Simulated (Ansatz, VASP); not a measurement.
Lu in VASP and in Ansatz

```
CELL_PARAMETERS angstrom
0.00000 2.27574 2.27574
2.27574 0.00000 2.27574
2.27574 2.27574 0.00000
ATOMIC_POSITIONS crystal
Lu 0.00000 0.00000 0.00000
```

Alike in both runs: task single point; functional LDA; k mesh 13 × 13 × 13; occupations fermi-dirac, width 0.1 eV; no spin polarisation.

```csv
,VASP,Ansatz
version,VASP 6.6.1,Ansatz 0.2.0
potentials or method,"VASP PAW PBE potentials, release 64 (Lu)","plane waves (420 eV) with PAW, scalar-relativistic"
plane-wave cutoff (eV),520,420
valence electrons in the cell,25,25
```

Ansatz gave:

| Quantity | Value |
| --- | --- |
| pressure (GPa) | 5.0 |

What did VASP give for the same quantities?

Pressure (GPa): 5.4.

Ansatz warned: «pseudo_functional_mismatch».

Caveats: the PAW data sets were made with another functional, which shifts forces and pressure a little (VASP). The runs have no spin-orbit coupling, so splittings on Lu are missing.
